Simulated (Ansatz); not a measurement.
**SnO2: a test of stability by relaxation**

Aim: for SnO2, break the symmetry and see whether a relaxation comes back.

Method: DFT r2SCAN, scalar-relativistic, plane waves, PAW, in Ansatz 0.2.0.

## Step 1: The structure to begin with

Symmetry: Fd-3m, No. 227, cubic system. Conventional cell: a = 8.925 Å, b = 8.925 Å, c = 8.925 Å, α = 90.00°, β = 90.00°, γ = 90.00°. Sn (site symmetry -3m) is surrounded by 6 O at 2.10 Å. Around O (site symmetry 3m) lie 3 Sn at 2.10 Å.

Structure file:

```
CELL_PARAMETERS angstrom
0.00000 4.46266 4.46266
4.46266 0.00000 4.46266
4.46266 4.46266 0.00000
ATOMIC_POSITIONS crystal
Sn 0.12500 0.12500 0.62500
Sn 0.62500 0.12500 0.12500
Sn 0.12500 0.62500 0.12500
Sn 0.12500 0.12500 0.12500
O 0.89140 0.89140 0.89140
O 0.89140 0.32581 0.89140
O 0.89140 0.89140 0.32581
O 0.32581 0.89140 0.89140
O 0.92419 0.35860 0.35860
O 0.35860 0.35860 0.92419
O 0.35860 0.92419 0.35860
O 0.35860 0.35860 0.35860
```

It goes back to an entry of the Materials Project, which need not be the stable form.

It is the result of an earlier relaxation at this level (volume 14.81 Å³/atom; gap on the mesh: 2.64 eV).

## Step 2: The reference cell

The reference gives a free energy of -28701.6873 eV, pressure 0.02 GPa, largest force 0.000 eV/Å and gap on the mesh 2.64 eV. It was computed beforehand with the settings of the runs below.

## Step 3: The disturbance

All atoms moved at random, sigma 0.15 Å a component. Displacements in the unstrained cell, with the mean shift removed:

```
atom  ux (Å)  uy (Å)  uz (Å)
 Sn1   0.113  -0.149  -0.014
 Sn2  -0.112   0.005  -0.160
 Sn3  -0.097   0.089   0.201
 Sn4  -0.050   0.143   0.045
  O5  -0.117  -0.132  -0.119
  O6  -0.245   0.110   0.125
  O7  -0.048  -0.063  -0.202
  O8   0.097  -0.073   0.061
  O9   0.107   0.185  -0.103
 O10   0.144   0.073   0.071
 O11   0.280  -0.015  -0.038
 O12  -0.072  -0.172   0.131
```

## Step 4: The disturbed cell, one point

input.yaml reads:

```yaml
crystal:
  lattice:
    - [0.0, 4.4626589766, 4.4626589766]
    - [4.4626589766, 0.0, 4.4626589766]
    - [4.4626589766, 4.4626589766, 0.0]
  atoms:
    - { symbol: Sn, position: [0.0940873284, 0.1527841304, 0.6224264104] }
    - { symbol: Sn, position: [0.6201520546, 0.0940259193, 0.1309852452] }
    - { symbol: Sn, position: [0.1684315967, 0.6266522716, 0.1015102136] }
    - { symbol: Sn, position: [0.1517098974, 0.1083603024, 0.1304173996] }
    - { symbol: O, position: [0.8762965501, 0.8798005681, 0.8768471068] }
    - { symbol: O, position: [0.945222934, 0.3000801037, 0.862122166] }
    - { symbol: O, position: [0.8671061035, 0.8703551242, 0.3360747342] }
    - { symbol: O, position: [0.3135628844, 0.9173780361, 0.8872453615] }
    - { symbol: O, position: [0.9214280732, 0.3383663334, 0.4027420143] }
    - { symbol: O, position: [0.3585886185, 0.3746042869, 0.9404918411] }
    - { symbol: O, position: [0.3212975459, 0.9530862585, 0.3924818656] }
    - { symbol: O, position: [0.3621164133, 0.3845066654, 0.3166556416] }
basis:
  ecutwfc: 500
kpoints:
  mp_grid: { grid: [4, 4, 4] }
hamiltonian:
  xc: r2scan
scf:
  occupations: { method: gaussian, width: 0.05 }
output:
  forces: true
  stress: true
  eigenvalues: true
```

Command:

```
> ansatz run input.yaml --threads 2 --pin off --max-ram 5120MiB --backend cpu --events-out ev --progress --plain --runs-dir out
```

Further runs follow: relaxing from there.

Q: Predict the outcome of this session. Wanted: end of the relaxation, from the reference; final space group; volume change.

The runs gave:

| quantity | value |
| --- | --- |
| cost of the disturbance | 417.5 meV/atom |
| end of the relaxation, from the reference | +0.0 meV/atom |
| final space group | Fd-3m (tolerance 0.05 Å; reference Fd-3m) |
| volume change | +0.02 % |

**Reading.** The relaxation returns to the undisturbed structure, within 1.5 meV/atom: a sign of a true local minimum against this disturbance.
